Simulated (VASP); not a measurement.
Write the native input for VASP 6.6.1 that does the following.

```yaml
Task: relaxation of cell and atoms
Functional: PBE
Dispersion: D3(BJ)
Potentials_or_basis: VASP PAW PBE potentials, release 64 (C)
Cutoff: 600 eV
k_mesh: 12 × 12 × 4
Occupations: gaussian, width 0.03 eV
Spin: no spin polarisation
Further_INCAR_settings: ALGO = Normal; EDIFF = 1e-07; IBRION = 2; EDIFFG = -0.005; NSW = 90; ISIF = 3
```

The structure of C lies in POSCAR:

```
C                                       
1.0
    2.4648513798      0.0000000000      0.0000000000
   -1.2324256899      2.1346239114      0.0000000000
    0.0000000000     -0.0000000000      6.6906062900
  C             
     4
Direct
     0.0000000000000000    0.0000000000000000    0.2500000000000000
     0.0000000000000000    0.0000000000000000    0.7500000000000000
     0.3333333300000021    0.6666666699999979    0.2500000000000000
     0.6666666699999979    0.3333333300000021    0.7500000000000000
```

The input as run:

INCAR

```
SYSTEM = C
  PREC = Accurate
  ENCUT = 600
  EDIFF = 1E-7
  ISMEAR = 0
  SIGMA = 0.03
  LREAL = .False.
  LASPH = .True.
  NELM = 80
  ALGO = Normal
  ISIF = 3
  LWAVE = .False.
  LCHARG = .False.
  GGA = PE
  IVDW = 12
  IBRION = 2
  NSW = 90
  EDIFFG = -0.005
```

KPOINTS

```
regular mesh
0
Gamma
  12 12 4
  0 0 0
```

Potentials or basis: VASP PAW PBE potentials, release 64 (C).

Command:

```sh
$ cat potpaw_PBE.64/C/POTCAR > POTCAR
$ mpirun -np 1 vasp_std > vasp.out
```

Results of the run:

* Relaxed volume: 8.79 Å³/atom
* Relaxed cell: a = 2.465 Å, b = 2.465 Å, c = 6.682 Å, α = 90.00°, β = 90.00°, γ = 120.00°
* Space group after relaxing (to 0.05 Å): P6_3/mmc (No. 194)
* Energy gained by relaxing: 0.0 meV/atom
* Ionic steps: 6
* Pressure after relaxing: 0.0 GPa
* Band gap on the k mesh: none (metal or under the smearing width)
* Dispersion energy per atom: -0.157 eV

Run time: 37 s on 1 thread of Intel(R) Xeon(R) 6975P-C (Granite Rapids) (shared host), peak memory 0.17 GiB.
